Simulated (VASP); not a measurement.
Set up this calculation in VASP 6.6.1, as the native input.

- Task: single point
- Functional: PBEsol
- Potentials or basis: VASP PAW PBE potentials, release 64 (Ti_sv)
- Cutoff: 520 eV
- k mesh: 11 × 11 × 11
- Occupations: fermi-dirac, width 0.05 eV
- Spin: no spin polarisation
- Ladder: free
- Further INCAR settings: ALGO = Normal; EDIFF = 1e-07; NBANDS = 12

The structure of Ti lies in POSCAR:

```
Ti
1.0
    0.0000000000      2.0300000000      2.0300000000
    2.0300000000      0.0000000000      2.0300000000
    2.0300000000      2.0300000000      0.0000000000
Ti
1
Direct
    0.0000000000      0.0000000000      0.0000000000
```

This isn't the form of Ti at room conditions, which is hcp.

These files were run (other wordings do the same):

INCAR

```
  ALGO = Normal
  EDIFF = 1E-7
  ENCUT = 520
  GGA = PS
  ISIF = 2
  ISMEAR = -1
  LASPH = T
  LCHARG = T
  LELF = T
  LREAL = F
  LVHAR = T
  LWAVE = F
  NBANDS = 12
  NELM = 80
  PREC = Accurate
  SIGMA = 0.05
```

KPOINTS

```
k-points
0
Gamma
  11 11 11
```

Potentials or basis: VASP PAW PBE potentials, release 64 (Ti_sv).

Launch:

```bash
$ cat potpaw_PBE.64/Ti_sv/POTCAR > POTCAR
$ mpirun -np 1 vasp_std > vasp.out
```

Results of the run:

The pressure is -0.8 GPa and the band gap on the k mesh is none (metal or under the smearing width).

Caveat: the PAW data sets were made with another functional, which shifts forces and pressure a little.

It took 11 s on 1 thread of Intel(R) Xeon(R) Platinum 8259CL CPU @ 2.50GHz (Skylake/Cascade Lake), with other jobs on the host, peak memory 0.14 GiB.
